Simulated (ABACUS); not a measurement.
**AlN in ABACUS: the effect of functional**

The system is AlN.

```
Al N
1.0
     3.11300    0.00000    0.00000
    -1.55650    2.69594    0.00000
     0.00000    0.00000    4.98100
Al N
2 2
Cartesian
  1.5565 0.8986 2.4905
  0.0000 1.7973 0.0000
  1.5565 0.8986 4.3833
  0.0000 1.7973 1.8928
```

Alike in all runs:

| Item | Value |
| --- | --- |
| Program | ABACUS 3.10.1 |
| Task | single point |
| Potentials or basis | PseudoDojo NC SR 0.4.1 PBE standard |
| Cutoff | 1361 eV |
| Density cutoff | 5442 eV |
| Basis | DZP LCAO (the cutoffs set its grid) |
| k mesh | 10 × 10 × 6 |
| Occupations | fermi-dirac, width 0.05 eV |
| Spin | no spin polarisation |

**Question.** One run gave: gap on the mesh 4.41 eV; pressure 1.5 GPa. Which functional did it use?
A. LDA
B. revPBE
C. PBEsol
D. PBE
E. SOGGA

**Answer.** E.

```tsv
functional	gap on the mesh (eV)	pressure (GPa)
LDA	4.50	2.2
PBE	4.60	4.8
PBEsol	4.50	2.6
revPBE	4.63	5.4
SOGGA	4.41	1.5
```

Caveats: the atomic orbitals were generated for these runs and aren't a published set; the basis of atomic orbitals isn't converged, which shifts pressures, moduli and gaps; the potentials were made for another functional, which shifts forces and pressure (some runs).

A k mesh can miss the band edges.
